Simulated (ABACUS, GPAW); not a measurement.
## Equation of state of CaO under PBE

Symmetry: Fm-3m, No. 225, cubic system. The conventional cell has a = 4.807 Å, b = 4.807 Å, c = 4.807 Å, α = 90.00°, β = 90.00°, γ = 90.00°. Around Ca (site symmetry m-3m) lie 6 O at 2.40 Å. O (site symmetry m-3m) has 6 Ca at 2.40 Å as nearest neighbours.

The cell is a database's computed one, not the measured one.

The cell was scaled at fixed shape and fractions and run with GPAW, GPAW PAW data sets (gpaw-data 1.2.1), cutoff 800 eV; PBE, k mesh 8 × 8 × 8 on the cell of 2 atoms, fermi-dirac occupations of 0.05 eV, no spin polarisation, no spin-orbit coupling. Energies are those that the program minimises, any entropy of the smearing included.

```csv
V (Å³/atom),energy over the lowest row (meV/atom)
13.0524,33.59
13.3301,18.32
13.6078,?
13.8855,1.98
14.1632,0.00
14.4410,1.60
14.7187,6.37
```

Fit the third-order Birch-Murnaghan form, give V0, B0 and B′, and predict the energy left open.

With y = (V0/V)^(2/3), E = E0 + (9 V0 B0/16) [(y - 1)³ B′ + (y - 1)² (6 - 4y)]. Least squares through the rows shown give V0 = 14.1741 Å³/atom, E0 = 0.00 meV, B0 = 104.5 GPa (1 eV/Å³ = 160.218 GPa) and B′ = 4.42, with a largest miss of 0.02 meV. At V = 13.6078 the form with these constants gives 7.94 meV; the run gave 7.93 meV an atom. Other set-ups at this level, from all their volumes (Å³/atom, GPa): ABACUS, GBRV ultrasoft 1.5 PBE, plane waves: V0 14.104, B0 105.5.
